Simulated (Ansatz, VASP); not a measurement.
# Two plane-wave programs on HfB2

```xyz
3
Lattice="3.1295 0.0000 0.0000 -1.5647 2.7102 0.0000 0.0000 0.0000 3.4684" Properties=species:S:1:pos:R:3 pbc="T T T"
Hf    0.0000    0.0000    0.0000
B     0.0000    1.8068    1.7342
B     1.5647    0.9034    1.7342
```

Change from the starting cell: volume scaled by 0.99, PAW files.

Alike in both runs: task electric field gradients; functional PBEsol; k mesh 15 × 15 × 12; occupations fermi-dirac, width 0.03 eV; no spin polarisation.

```csv
,VASP,Ansatz
version,VASP 6.6.1,Ansatz 0.2.0
potentials or method,"VASP PAW PBE potentials, release 64 (Hf_pv, B)","PAW with Ansatz's default frozen-core files, scalar-relativistic"
plane-wave cutoff (eV),520,420
valence electrons in the cell,16,32
```

|  | VASP | Ansatz | Ansatz less VASP |
| --- | --- | --- | --- |
| pressure (GPa) | -1.9 | -1.9 | +0.09 |
| largest component of the traceless stress (GPa) | 0.95 | 1.17 | +0.220 |
| Vzz of the field gradient on the site that differs most (V/Å²) | 81.2 | 109.7 | +28.57 |

With one functional, cell and mesh, what is left measures potentials, basis and numerics. The two sets of potentials don't hold the same shells in valence. Ansatz warned: «gradients_without_spin_orbit».

Caveats: the PAW data sets were made with another functional, which shifts forces and pressure a little (VASP). The runs have no spin-orbit coupling, so splittings on Hf are missing.
